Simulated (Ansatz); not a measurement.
Crystal: Gd.

```
Gd
1.0
     3.63600    0.00000    0.00000
    -1.81800    3.14887    0.00000
     0.00000    0.00000    5.78260
Gd
2
Direct
  0.66667 0.33333 0.75000
  0.33333 0.66667 0.25000
```

Program: Ansatz 0.2.0. Alike in all runs: task single point; level PBE; potentials or basis Ansatz PAW; cell as given; cutoff (eV) 420; smearing fermi-dirac 0.05 eV. Hardware: 2 threads of Arm Neoverse V2, with other jobs on the host.

Task: Order these runs on this cell by their wall time, lowest first.
A. spin non-collinear, random start; k mesh 6 × 6 × 4
B. spin off; k mesh 8 × 8 × 5
C. spin collinear, antiferromagnetic start; k mesh 8 × 8 × 5
D. spin collinear, random start; k mesh 8 × 8 × 5

Result: B (2.7 s), C (8 s), D (19 s), A (75 s).

Caveats: the starting moments weren't kept (some runs).
